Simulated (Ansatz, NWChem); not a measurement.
Heat of formation of C3H6O (SMILES CCC=O) from total energies

The species is C3H6O (10 atoms), meant as a singlet with charge 0. SMILES: `CCC=O`. The coordinates come from a PBE0-D4/def2-TZVP relaxation. This is one conformer, not always the lowest.

Total energies at HF/3-21G (NWChem 7.3.0); the atoms run unrestricted:

```tsv
species	state	energy (Eh)
C3H6O	singlet	-190.873879
C	triplet	-37.481070
O	triplet	-74.393657
H	doublet	-0.496199
```

Harmonic wavenumbers at PBE0-D4/def2-TZVP, in cm⁻¹: 76, 213, 325, 512, 760, 879, 921, 1037, 1138, 1161, 1269, 1324, 1403, 1421, 1457, 1492, 1497, 1845, 2870, 3036, 3054, 3113, 3133, 3139.

Measured heats of formation of the gaseous atoms at 298.15 K, in kJ/mol: C 716.9, O 249.2, H 218.0. Spin-orbit lowering of the atoms at 298 K (mean of the ground term's levels less their thermal mean, from spectra), in kJ/mol: C 0.02, O 0.40. Take 1 Eh = 2625.50 kJ/mol, 1 cm⁻¹ = 0.0119627 kJ/mol, RT = 2.479 kJ/mol.

Task: Work out the heat of formation of the gas at 298 K.

Result: 
1. Electronic atomisation energy: 3 × (-37.481070) + (-74.393657) + 6 × (-0.496199) − (-190.873879) = 1.059818 Eh = 2782.6 kJ/mol.
2. Zero-point energy: half the sum of the wavenumbers, 18537.5 cm⁻¹ = 221.8 kJ/mol.
3. Thermal vibrational enthalpy, Σ hcν̃/(exp(hcν̃/kT) − 1): 5.9 kJ/mol. Translation, rotation and pV of a non-linear molecule: 4 RT = 9.9 kJ/mol.
4. The 10 free atoms carry 5/2 RT each: 62.0 kJ/mol.
5. Spin-orbit coupling lowers the free atoms by 3 × 0.02 + 0.40 = 0.5 kJ/mol.
6. Atomisation enthalpy at 298 K: 2782.6 − 0.5 − 221.8 − 5.9 − 9.9 + 62.0 = 2606.5 kJ/mol.
7. Sum of the atoms' heats of formation: 3707.9 kJ/mol. Heat of formation: 3707.9 − 2606.5 = +1101.4 kJ/mol.

The tabulated value is -185.6 kJ/mol (CRC Handbook of Chemistry and Physics), so this level is off by +1287.0 kJ/mol, or 33.1 % of the atomisation enthalpy that the table implies (3893.4 kJ/mol). Hartree–Fock leaves out correlation, which is larger in the molecule than in the atoms, so it underbinds and puts the heat of formation too high. A basis without polarisation functions underbinds badly. Anharmonicity and any spin-orbit splitting of the molecule are left out.
